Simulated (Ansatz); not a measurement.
Energy, volume and coordination in Sn3S5

Theory: DFT PBE, scalar-relativistic, plane waves, PAW in Ansatz. All cells share a 420 eV cutoff and Γ-centred k meshes spaced at most about 0.3 Å⁻¹ (about 0.25 or finer for metals, 2π included). No spin polarisation.

These are static total energies at zero pressure. Rows are sorted by volume; energies count from the lowest form computed. Coordination counts S atoms around Sn (those within 1.25 times the shortest such distance or 1.15 times the sum of covalent radii, 1.27 where that leaves under three; a plus sign parts nearer from farther groups; the shortest distance is added where it exceeds 1.18 times the sum of covalent radii; a slash parts the counts of unlike sites).

| row | form | source | atoms | coordination | V (Å³/atom) | gap on mesh (eV) | ΔE (meV/atom) |
| --- | --- | --- | --- | --- | --- | --- | --- |
| 1 | Pm-3m | invented | 8 | Sn 6 | 22.9 | 0 | ? |
| 2 | Pmmm | invented | 8 | Sn 4/4+4 | 23.5 | 0 | 93 |
| 3 | P4/mmm | invented | 8 | Sn 1+4/8 from 3.1 Å | 25.4 | 0 | 46 |
| 4 | P1 | invented | 8 | Sn 5 | 34.2 | 0.55 | 0 |
| 5 | R32 | invented | 8 | Sn 5 | 34.9 | 0 | 21 |

The cell of row 1:

Space group Pm-3m (No. 221). a = 5.676 Å, b = 5.676 Å, c = 5.676 Å, α = 90.00°, β = 90.00°, γ = 90.00°
```tsv
atom	site	symmetry	x	y	z
Sn	3c	4/mm.m	0.5000	0.0000	0.5000
S	3d	4/mm.m	0.0000	0.5000	0.0000
S	1a	m-3m	0.0000	0.0000	0.0000
S	1b	m-3m	0.5000	0.5000	0.5000
```

Problem. How far above the lowest form does the open row lie?

Solution. 39 meV/atom, which puts it above row 5 and below row 3. Counting S atoms around Sn, row 1 has Sn 6 and the lowest form (row 4) has Sn 5.

An observed structure of this formula, if there is one, may be missing.

The k mesh leaves some 4 meV/atom of noise in the energy of each metallic cell. No dispersion correction is applied, so the spacing and binding between layers, chains or molecules are poorly described (P1, R32, Pmmm), and this can change margins and order among such cells. Kohn–Sham gaps at this level usually fall short of measured ones. Cells relaxed within their symmetry can be saddle points. Some structure types and database cells were kept out of the candidates from the start, so a known form may be missing.

The cubic form is dense but not the most stable of these cells: it lies 39 meV/atom above P1, which takes up far more volume. Its structure is rock salt with a quarter of the Sn sites occupied by S. That extra S has six S neighbours at half the cell edge, as far away as Sn is from S. This is too long for a normal S–S bond yet well inside a non-bonded sulfide contact, which probably costs energy.

With every S as sulfide, the formula calls for one Sn(II) and two Sn(IV). Symmetry makes all Sn equivalent in Pm-3m and so forbids this charge ordering, in line with the missing gap. P1 imposes no such constraint, and its gap of 0.55 eV would fit mixed valence or S–S bonding, though coordination alone cannot tell which.

Density does not set the order by itself, since Pmmm and P4/mmm are both less dense and higher in energy than Pm-3m. Compression should favour the cubic cell among these five. Stability against separation into Sn2S3 and SnS2 remains untested.
